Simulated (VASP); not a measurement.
**A VASP 6.6.1 single-point calculation on BaHfO$_{3}$**

INCAR

```
LASPH = .FALSE.
LREAL = .FALSE.
SIGMA = 0.2
GGA = PE
ENCUT = 520
ISIF = 2
NBANDS = 27
ISMEAR = 2
IBRION = -1
NELM = 120
EDIFF = 1E-7
PREC = High
NSW = 0
LWAVE = .FALSE.
LCHARG = .FALSE.
```

KPOINTS

```
KPOINTS created by Atomic Simulation Environment
0
Gamma
6 6 6
0 0 0
```

POSCAR

```
Ba Hf O
 1.0000000000000000
     4.1352881831000001    0.0000000000000000    0.0000000000000000
     0.0000000000000000    4.1352881831000001    0.0000000000000000
     0.0000000000000000    0.0000000000000000    4.1990261356999996
 Ba  Hf  O
   1   1   3
Cartesian
  0.0000000000000000  0.0000000000000000  0.0000000000000000
  2.0676440915500001  2.0676440915500001  2.0995130678499998
  2.0676440915500001  2.0676440915500001  0.0000000000000000
  2.0676440915500001  0.0000000000000000  2.0995130678499998
  0.0000000000000000  2.0676440915500001  2.0995130678499998
```

The recommended PBE PAW datasets give the neutral cell 38 valence electrons.

Command

```
mpirun -np 1 vasp_std
```

Problem. Predict the outcome of this run.

Solution. It converged. Results: gap between bands v and c on the k mesh 3.56 eV; least direct gap on the k mesh 3.77 eV; pressure 5.6 GPa. Band v is the last that the valence electrons fill when counted band by band, and c is the next.

OSZICAR

```
N       E                     dE             d eps       ncg     rms          rms(c)
DAV:   1     0.220802802489E+03    0.22080E+03   -0.21010E+04  2160   0.137E+03
DAV:   2    -0.378320939271E+02   -0.25863E+03   -0.24977E+03  2685   0.319E+02
DAV:   3    -0.502937227866E+02   -0.12462E+02   -0.12412E+02  2839   0.659E+01
DAV:   4    -0.504923642976E+02   -0.19864E+00   -0.19844E+00  3038   0.776E+00
DAV:   5    -0.504961418731E+02   -0.37776E-02   -0.37773E-02  2891   0.731E-01    0.607E+01
DAV:   6    -0.436708604618E+02    0.68253E+01   -0.33033E+01  2386   0.327E+01    0.519E+01
DAV:   7    -0.435358213909E+02    0.13504E+00   -0.18722E+00  2740   0.845E+00    0.332E+01
DAV:   8    -0.435265578987E+02    0.92635E-02   -0.29290E-01  2484   0.425E+00    0.771E+00
DAV:   9    -0.435075360435E+02    0.19022E-01   -0.71848E-02  2504   0.175E+00    0.231E+00
DAV:  10    -0.435075355237E+02    0.51976E-06   -0.71974E-03  2652   0.550E-01    0.677E-01
DAV:  11    -0.435074231882E+02    0.11234E-03   -0.58193E-04  2664   0.148E-01    0.120E-01
DAV:  12    -0.435074549801E+02   -0.31792E-04   -0.63843E-05  2886   0.509E-02    0.114E-01
DAV:  13    -0.435074597448E+02   -0.47647E-05   -0.70323E-06  2870   0.174E-02    0.107E-02
DAV:  14    -0.435074596929E+02    0.51930E-07   -0.66926E-07  2637   0.520E-03
   1 F= -.43507460E+02 E0= -.43507408E+02  d E =-.208523E-03
```

For comparison, a separate PBE run of the intended cell, on usual settings and not on those above, gives a gap of 3.56 eV on its mesh and a pressure of 5.6 GPa.
